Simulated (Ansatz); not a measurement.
# Ionic part of the dielectric constant of GaP at 2 GPa, mode by mode

Theory: DFT PBE, scalar-relativistic, plane waves, PAW in Ansatz. Plane waves to 420 eV; Γ-centred k mesh 8×8×8; fixed occupations. No spin polarisation. Phonons by linear response, acoustic sum rule imposed.

The structure is cubic, space group F-43m (No. 216). The conventional cell has a = 5.461 Å, b = 5.461 Å, c = 5.461 Å, α = 90.00°, β = 90.00°, γ = 90.00°. Ga (site symmetry -43m) has 4 P at 2.36 Å as nearest neighbours. Around P (site symmetry -43m) lie 4 Ga at 2.36 Å.

The run warned that the force constants aren't converged on this k mesh, so the frequencies and all that is formed from them are rough.

The primitive cell has V = 40.72 Å³ and ε∞,xx = 10.418. Each polar mode adds Δε = (4.92064×10⁷/V)·S/ν² along x, with S its oscillator strength in e²/amu, ν in cm⁻¹ and V in Å³.

Q: From these modes, find each Δε and ε0,xx.
```tsv
ν (cm⁻¹)	S_xx (e²/amu)
355.1	0.217
```

A:
| ν (cm⁻¹) | Δε |
| --- | --- |
| 355.1 | 2.08 |

The sum is 2.079, so ε0,xx = 12.50; the run's tensor has 12.50.

Q: Where do the longitudinal modes lie for a wave vector along x?

A: At 389 cm⁻¹. The Lyddane–Sachs–Teller product Π(ν_LO/ν_TO)² = 1.20 matches ε0/ε∞ = 1.20.

Cost: 1 run of about 0.32 core-minutes, on AMD EPYC 9R45 (Zen 5) (shared hosts).

The static response of GaP is mostly electronic: the lattice adds only 2.08 to an ε∞ of 10.418. This fits a largely covalent III–V semiconductor, in which a modest electronegativity difference limits the bond polarity while a moderate gap leaves the valence electrons readily polarisable. The same balance keeps the LO–TO splitting small, since the macroscopic field that stiffens the longitudinal mode is strongly screened.

With two atoms per primitive cell, symmetry and the masses fix the optical displacement pattern, so the oscillator strength doesn't depend on the force constants. An error in them reaches the ionic term through the inverse square of the frequency, which makes the small lattice share more credible than its exact size. The electronic constant is above the accepted value for GaP, probably in large part because PBE underestimates the gap. The Lyddane–Sachs–Teller agreement shows internal consistency, not accuracy, and a single pressure doesn't reveal how compression changes either contribution.
